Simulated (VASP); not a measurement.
# AlN in VASP: one cell, several levels of theory, part 2 of 2

VASP 6.6.1, plane waves, PAW.

## (3) r2SCAN

INCAR

```
ENCUT = 520.000000
SIGMA = 0.010000
EDIFF = 1.00e-07
ALGO = Normal
METAGGA = R2SCAN
PREC = Accurate
IBRION = -1
ISIF = 2
ISMEAR = 0
NBANDS = 16
NELM = 120
NSW = 0
LASPH = .TRUE.
LCHARG = .FALSE.
LWAVE = .FALSE.
LREAL = .FALSE.
```

KPOINTS

```
KPOINTS created by Atomic Simulation Environment
0
Gamma
12 12 6
0 0 0
```

KPOINTS_OPT

```
special points
6
Reciprocal
0.0000000000 0.0000000000 0.0000000000 1
0.5000000000 0.0000000000 0.0000000000 1
0.3333333333 0.3333333333 0.0000000000 1
0.0000000000 0.0000000000 0.5000000000 1
0.5000000000 0.0000000000 0.5000000000 1
0.3333333333 0.3333333333 0.5000000000 1
```

POSCAR

```
Al N
 1.0000000000000000
     3.2452523039688348    0.0000000000000000    0.0000000000000000
    -1.6226261519844174    2.8104709369269898    0.0000000000000000
     0.0000000000000000    0.0000000000000000    5.2006367362999999
 Al  N
   2   2
Cartesian
 -0.0000000000000000  1.8736472912846600 -0.0145913401662472
  1.6226261519844174  0.9368236456423300  2.5857270279837525
 -0.0000000000000000  1.8736472912846600  1.9648301162787469
  1.6226261519844174  0.9368236456423300  4.5651484844287467
```

Run with:

```sh
$ mpirun -np 1 vasp_std
```

Standard output, without the iteration lines:

```text
POSCAR found type information on POSCAR AlN
 POSCAR found :  2 types and       4 ions
 -----------------------------------------------------------------------------
|                                                                             |
|                                                                             |
|     You enforced a specific xc type in the INCAR file but a different       |
|     I HOPE YOU KNOW WHAT YOU ARE DOING!                                     |
|                                                                             |
 -----------------------------------------------------------------------------

 LDA part: xc-table for (None), standard interpolation
 POSCAR, INCAR and KPOINTS ok, starting setup
 FFT: planning ... GRIDC
 FFT: planning ... GRID_SOFT
 FFT: planning ... GRID
 WAVECAR not read
 entering main loop
 Start KPOINTS_OPT (optional k-point list driver)
k-point batch [1-6\6]
```

OSZICAR:

```text
N       E                     dE             d eps       ncg     rms          rms(c)
DAV:   1     0.324561378186E+02    0.32456E+02   -0.73543E+03  2432   0.911E+02
DAV:   2    -0.424552892331E+02   -0.74911E+02   -0.68090E+02  3440   0.186E+02
DAV:   3    -0.464419035910E+02   -0.39866E+01   -0.39727E+01  3088   0.443E+01
DAV:   4    -0.464702848368E+02   -0.28381E-01   -0.28379E-01  2960   0.432E+00
DAV:   5    -0.464707064222E+02   -0.42159E-03   -0.42158E-03  3176   0.526E-01    0.116E+01
DAV:   6    -0.376683620777E+02    0.88023E+01   -0.82662E+00  2848   0.196E+01    0.469E+00
DAV:   7    -0.379711521062E+02   -0.30279E+00   -0.93933E-01  2792   0.627E+00    0.314E+00
DAV:   8    -0.380227301738E+02   -0.51578E-01   -0.80938E-02  2640   0.287E+00    0.878E-01
DAV:   9    -0.380133982989E+02    0.93319E-02   -0.21264E-02  3216   0.117E+00    0.164E-01
DAV:  10    -0.380139373235E+02   -0.53902E-03   -0.20222E-03  2752   0.300E-01    0.145E-01
DAV:  11    -0.380138512403E+02    0.86083E-04   -0.34564E-04  3056   0.148E-01    0.220E-02
DAV:  12    -0.380138473443E+02    0.38960E-05   -0.19415E-05  2696   0.336E-02    0.919E-03
DAV:  13    -0.380138461657E+02    0.11786E-05   -0.30473E-06  3000   0.151E-02    0.555E-03
DAV:  14    -0.380138471372E+02   -0.97155E-06   -0.55298E-07  2848   0.624E-03    0.184E-03
DAV:  15    -0.380138471550E+02   -0.17733E-07   -0.56739E-08  1608   0.192E-03
   1 F= -.38013847E+02 E0= -.38013847E+02  d E =-.593590E-49
       N       E                     dE             ncg
DAV:   1     0.266488195338E+04   -0.22118E+04      192
DAV:   2     0.225441015058E+04   -0.41047E+03      264
DAV:   3     0.223443368588E+04   -0.19976E+02      256
DAV:   4     0.223427968382E+04   -0.15400E+00      208
DAV:   5     0.223427700886E+04   -0.26750E-02      272
DAV:   6     0.223427695047E+04   -0.58387E-04      216
DAV:   7     0.223427694865E+04   -0.18157E-05      256
DAV:   8     0.223427694860E+04   -0.57053E-07      192
```

Parts of OUTCAR:

```text
k-points           NKPTS =     76   k-points in BZ     NKDIM =     76   number of bands    NBANDS=     16

   NELECT =      16.0000    total number of electrons

   dimension x,y,z NGX =    24 NGY =   24 NGZ =   40
   dimension x,y,z NGXF=    48 NGYF=   48 NGZF=   80

  energy-cutoff  :      520.00
  volume of cell :       47.43
      direct lattice vectors                 reciprocal lattice vectors
     3.245252304  0.000000000  0.000000000     0.308142451  0.177906127  0.000000000
    -1.622626152  2.810470937  0.000000000     0.000000000  0.355812254  0.000000000
     0.000000000  0.000000000  5.200636736     0.000000000  0.000000000  0.192284147

 k-points in reciprocal lattice and weights: KPOINTS created by Atomic Simulation Env
   0.00000000  0.00000000  0.00000000       0.001
   0.08333333 -0.00000000  0.00000000       0.007
   0.16666667  0.00000000  0.00000000       0.007
   0.25000000 -0.00000000  0.00000000       0.007
   0.33333333 -0.00000000  0.00000000       0.007
   0.41666667 -0.00000000  0.00000000       0.007
   0.50000000 -0.00000000  0.00000000       0.003
   0.08333333  0.08333333  0.00000000       0.007
[... 68 more k-points ...]

 E-fermi :   4.8220

 k-point     1 :       0.0000    0.0000    0.0000
  band No.  band energies     occupation
      1     -10.4925      2.00000
      2      -8.7482      2.00000
      3      -0.7706      2.00000
      4       3.9213      2.00000
      5       3.9213      2.00000
      6       4.5495      2.00000
      7       4.5495      2.00000
      8       4.7213      2.00000
      9       8.4863      0.00000
     10      11.1119      0.00000
     11      15.2483      0.00000
     12      15.8062      0.00000
     13      15.8062      0.00000
     14      17.4958      0.00000
     15      17.6033      0.00000
     16      17.6033      0.00000

 k-point     2 :       0.0833   -0.0000    0.0000
  band No.  band energies     occupation
      1     -10.4167      2.00000
      2      -8.7069      2.00000
      3      -0.6739      2.00000
      4       3.5388      2.00000
      5       3.8158      2.00000
      6       4.1308      2.00000
      7       4.5326      2.00000
      8       4.6846      2.00000
      9       8.9266      0.00000
     10      11.4783      0.00000
     11      14.9299      0.00000
     12      15.2831      0.00000
     13      16.0385      0.00000
     14      17.2752      0.00000
     15      17.5991      0.00000
     16      17.6925      0.00000

 k-point     3 :       0.1667    0.0000    0.0000
  band No.  band energies     occupation
      1     -10.1972      2.00000
      2      -8.5949      2.00000
      3      -0.3895      2.00000
      4       2.6050      2.00000
      5       3.2770      2.00000
      6       3.5639      2.00000
      7       4.4622      2.00000
      8       4.5575      2.00000
      9       9.8294      0.00000
     10      12.2146      0.00000
     11      14.0445      0.00000
     12      14.4840      0.00000
     13      16.6146      0.00000
     14      16.7926      0.00000
     15      17.0647      0.00000
     16      17.5270      0.00000

 k-point     4 :       0.2500   -0.0000    0.0000
  band No.  band energies     occupation
      1      -9.8597      2.00000
      2      -8.4487      2.00000
      3       0.0614      2.00000
      4       1.5254      2.00000
      5       2.3685      2.00000
      6       3.2709      2.00000
      7       4.3121      2.00000
      8       4.3408      2.00000
      9      10.6726      0.00000
     10      12.3190      0.00000
     11      12.9677      0.00000
     12      14.5668      0.00000
     13      16.3858      0.00000
     14      16.5260      0.00000
     15      16.5736      0.00000
     16      17.9332      0.00000

 k-point     5 :       0.3333   -0.0000    0.0000
  band No.  band energies     occupation
      1      -9.4546      2.00000
      2      -8.3282      2.00000
      3       0.4966      2.00000
      4       0.7208      2.00000
      5       1.5806      2.00000
      6       3.0143      2.00000
      7       3.9242      2.00000
      8       4.2091      2.00000
      9      11.0199      0.00000
     10      11.6881      0.00000
     11      12.4804      0.00000
     12      14.9216      0.00000
     13      16.1023      0.00000
     14      16.3479      0.00000
     15      16.6348      0.00000
     16      18.9087      0.00000

 k-point     6 :       0.4167   -0.0000    0.0000
  band No.  band energies     occupation
      1      -9.0723      2.00000
      2      -8.2943      2.00000
      3      -0.0823      2.00000
      4       0.9892      2.00000
      5       1.3198      2.00000
      6       2.8428      2.00000
      7       3.4366      2.00000
      8       4.1107      2.00000
      9      10.8853      0.00000
     10      11.0822      0.00000
     11      12.5661      0.00000
     12      14.9650      0.00000
     13      15.7814      0.00000
     14      16.3873      0.00000
     15      17.3002      0.00000
     16      19.4926      0.00000

 k-point     7 :       0.5000   -0.0000    0.0000
  band No.  band energies     occupation
      1      -8.8878      2.00000
      2      -8.3190      2.00000
      3      -0.3068      2.00000
      4       0.8116      2.00000
      5       1.6399      2.00000
      6       2.7830      2.00000
      7       3.1386      2.00000
      8       4.0747      2.00000
      9      10.8048      0.00000
     10      10.8495      0.00000
     11      12.6210      0.00000
     12      14.9966      0.00000
     13      15.6713      0.00000
     14      16.4190      0.00000
     15      17.5915      0.00000
     16      19.4270      0.00000

 k-point     8 :       0.0833    0.0833    0.0000
  band No.  band energies     occupation
      1     -10.2690      2.00000
      2      -8.6301      2.00000
      3      -0.4833      2.00000
      4       2.9958      2.00000
      5       3.2491      2.00000
      6       3.8485      2.00000
      7       4.4264      2.00000
      8       4.6023      2.00000
      9       9.5859      0.00000
     10      12.0730      0.00000
     11      14.3454      0.00000
     12      14.5793      0.00000
     13      16.4903      0.00000
     14      16.8436      0.00000
     15      17.0490      0.00000
     16      18.1879      0.00000

 k-point     9 :       0.1667    0.0833    0.0000
  band No.  band energies     occupation
      1      -9.9898      2.00000
      2      -8.5004      2.00000
      3      -0.1145      2.00000
      4       2.0602      2.00000
      5       2.4934      2.00000
      6       3.4638      2.00000
      7       4.2634      2.00000
      8       4.4183      2.00000
      9      10.4742      0.00000
     10      12.7170      0.00000
     11      13.3574      0.00000
     12      14.0490      0.00000
     13      16.1734      0.00000
     14      16.5490      0.00000
     15      17.0042      0.00000
     16      17.8944      0.00000

 k-point    10 :       0.2500    0.0833    0.0000
  band No.  band energies     occupation
      1      -9.6160      2.00000
      2      -8.3657      2.00000
      3       0.3953      2.00000
      4       1.0661      2.00000
      5       1.8109      2.00000
      6       3.0425      2.00000
      7       4.0918      2.00000
      8       4.1049      2.00000
      9      11.1687      0.00000
     10      12.2496      0.00000
     11      12.6009      0.00000
     12      14.5711      0.00000
     13      15.7688      0.00000
     14      16.3108      0.00000
     15      16.7728      0.00000
     16      18.6033      0.00000

 k-point    11 :       0.3333    0.0833    0.0000
  band No.  band energies     occupation
      1      -9.2139      2.00000
      2      -8.2902      2.00000
      3       0.2444      2.00000
      4       1.0049      2.00000
      5       1.2830      2.00000
      6       2.7213      2.00000
      7       3.6596      2.00000
      8       3.9440      2.00000
      9      11.2108      0.00000
     10      11.4792      0.00000
     11      12.6251      0.00000
     12      14.8684      0.00000
     13      15.5996      0.00000
     14      16.5076      0.00000
     15      16.8695      0.00000
     16      19.2029      0.00000

 k-point    12 :       0.4167    0.0833    0.0000
  band No.  band energies     occupation
      1      -8.9042      2.00000
      2      -8.3056      2.00000
      3      -0.1840      2.00000
      4       0.8997      2.00000
      5       1.6015      2.00000
      6       2.5533      2.00000
      7       3.2064      2.00000
      8       3.8591      2.00000
      9      10.8893      0.00000
     10      11.2082      0.00000
     11      12.7801      0.00000
     12      14.9346      0.00000
     13      15.5415      0.00000
     14      16.3907      0.00000
     15      17.5254      0.00000
     16      19.4827      0.00000

[... the tables of k-points 13 to 76 left out ...]

  Total       -6.6223247     -6.6223247     -6.1227377      0.0000000      0.0000000      0.0000000
  in kB     -223.6850562   -223.6850562   -206.8102948      0.0000000      0.0000000      0.0000000
  external PRESSURE =    -218.0601358 kB  Pullay stress =       0.0000000 kB

 POSITION                                       TOTAL-FORCE (eV/Angst)
 -----------------------------------------------------------------------------------
      0.00000      1.87365      5.18605        -0.000000     -0.000000      0.001122
      1.62263      0.93682      2.58573         0.000000      0.000000      0.001122
      0.00000      1.87365      1.96483         0.000000     -0.000000     -0.001122
      1.62263      0.93682      4.56515         0.000000      0.000000     -0.001122
 -----------------------------------------------------------------------------------
    total drift:                                0.000000      0.000000      0.006458

  FREE ENERGIE OF THE ION-ELECTRON SYSTEM (eV)
  ---------------------------------------------------
  free  energy   TOTEN  =       -38.0138471550 eV

  energy  without entropy=      -38.0138471550  energy(sigma->0) =      -38.01384715
```

Hardware: 1 MPI rank of Intel Xeon 6975P-C, shared host.

The levels at the points of KPOINTS_OPT are read from vasprun.xml.

Levels at the named points, in eV from the top of band v (v: the last filled band by count, c: the next):

```csv
point,v−1,v,c,c+1
Γ,-0.17,0.00,3.76,6.39
M,-1.58,-0.65,6.08,6.13
K,-2.19,-2.19,5.58,8.55
A,-0.50,-0.50,6.10,6.10
L,-1.27,-1.27,5.52,5.52
H,-0.77,-0.77,7.69,7.69
```

The r2SCAN gap is 3.76 eV, direct at Γ. The pressure is -21.81 GPa; the forces vanish within 0.01 eV/Å.

## (4) Results

What follows sums up all 2 parts.

```
 level  gap (eV)  pressure (GPa)  Ansatz: gap (eV)  Ansatz: pressure (GPa)
   PBE      3.15          -17.10              3.14                  -16.86
r2SCAN      3.76          -21.81              3.73                  -21.41
```

In words: The gap runs from 3.15 eV (PBE) to 3.76 eV (r2SCAN). The pressure is highest with PBE (-17.1 GPa) and lowest with r2SCAN (-21.8 GPa), which orders the cells that they would relax to. The two programs agree on the gap within 0.04 eV, far less than the spread between functionals. Each program uses its own PAW datasets and cutoff.
